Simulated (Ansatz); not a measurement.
# BaO: the cost of one run

Code: Ansatz 0.2.0. PAW datasets, plane waves, zero pressure. Spin-unpolarised throughout; all numbers are computed.

### Step 1. The system as given

It is cubic, Fm-3m (No. 225); a = 5.500 Å in the conventional setting, 20.80 Å³ an atom. Ba has 6 O at 2.75 Å; O has 6 Ba at 2.75 Å.

Structure file:

```
Ba O
1.0
     0.00000    2.75000    2.75000
     2.75000    0.00000    2.75000
     2.75000    2.75000    0.00000
Ba O
1 1
Direct
  0.00000 0.00000 0.00000
  0.50000 0.50000 0.50000
```

### Step 2. Relaxation with PBE

File input.yaml:

```yaml
crystal:
  lattice:
    - [0.0, 2.75, 2.75]
    - [2.75, 0.0, 2.75]
    - [2.75, 2.75, 0.0]
  atoms:
    - { symbol: Ba, position: [0.0, 0.0, 0.0] }
    - { symbol: O, position: [0.5, 0.5, 0.5] }
kpoints:
  mp_grid: { grid: [8, 8, 8] }
hamiltonian:
  xc: pbe
scf:
  occupations: { method: fermi_dirac, width: 0.02 }
relax:
  f_tol: 0.005
  cell: {}
```

Launch:

```console
> ansatz run input.yaml --threads 2 --pin off --max-ram 2211MiB --backend cpu --events-out ev --progress --plain --runs-dir out
```

What time and memory should one allow on 2 threads of Arm Neoverse V2, shared host?

About 3.9 s, with a peak of 0.3 GiB.
